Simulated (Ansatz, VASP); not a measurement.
AlN in VASP and in Ansatz

```
Al N
1.0
     2.10252    2.10252    0.00000
    -2.10252    2.10252    0.00000
     0.00000    0.00000    4.20503
Al N
2 2
Direct
  0.00000 0.00000 0.00000
  0.50000 0.50000 0.50000
  0.50000 0.00000 0.25000
  0.00000 0.50000 0.75000
```

Alike in both runs: task single point; functional PBE; k mesh 8 × 8 × 6; occupations gaussian, width 0.02 eV; no spin polarisation.

|  | VASP | Ansatz |
| --- | --- | --- |
| version | VASP 6.6.1 | Ansatz 0.2.0 |
| potentials or method | VASP PAW PBE potentials, release 64 (Al, N) | scalar-relativistic, plane waves, PAW |
| plane-wave cutoff (eV) | 520 | 420 |
| valence electrons in the cell | 16 | 16 |

|  | VASP | Ansatz | Ansatz less VASP |
| --- | --- | --- | --- |
| gap on the k mesh at the Fermi level (eV) | 3.37 | 3.38 | +0.010 |
| least direct gap on the mesh (eV) | 3.37 | 3.38 | +0.010 |

 A k mesh can miss the band edges. As with any semilocal functional, this PBE gap is likely too small.
